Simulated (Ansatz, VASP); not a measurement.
## Two plane-wave programs on Si

```
Si
1.0
     0.00000    2.59293    2.70097
     2.59293    0.00000    2.70097
     2.59293    2.59293    0.00000
Si
2
Direct
  0.50444 0.49556 0.49556
  0.74556 0.75444 0.75444
```

Change from the starting cell: mode 4 frozen in at -0.024 Å, equal normal strain along x and y -0.0400.

Alike in both runs: task single point; functional LDA; k mesh 12 × 12 × 12; occupations gaussian, width 0.05 eV; no spin polarisation.

```csv
,VASP,Ansatz
version,VASP 6.6.1,Ansatz 0.2.0
potentials or method,"VASP PAW LDA potentials, release 64 (Si)","scalar-relativistic, plane waves, PAW"
plane-wave cutoff (eV),520,420
valence electrons in the cell,8,8
```

|  | VASP | Ansatz | Ansatz less VASP |
| --- | --- | --- | --- |
| gap on the k mesh at the Fermi level (eV) | none | none | - |
| pressure (GPa) | 9.4 | 9.4 | -0.08 |
| largest component of the traceless stress (GPa) | 2.86 | 2.86 | -0.005 |
| rms of the force components (eV/Å) | 0.415 | 0.415 | +0.0001 |

Atom by atom the forces differ by 0.000 eV/Å (rms over components). A gap of «none» marks a metal or a gap that the smearing closes.
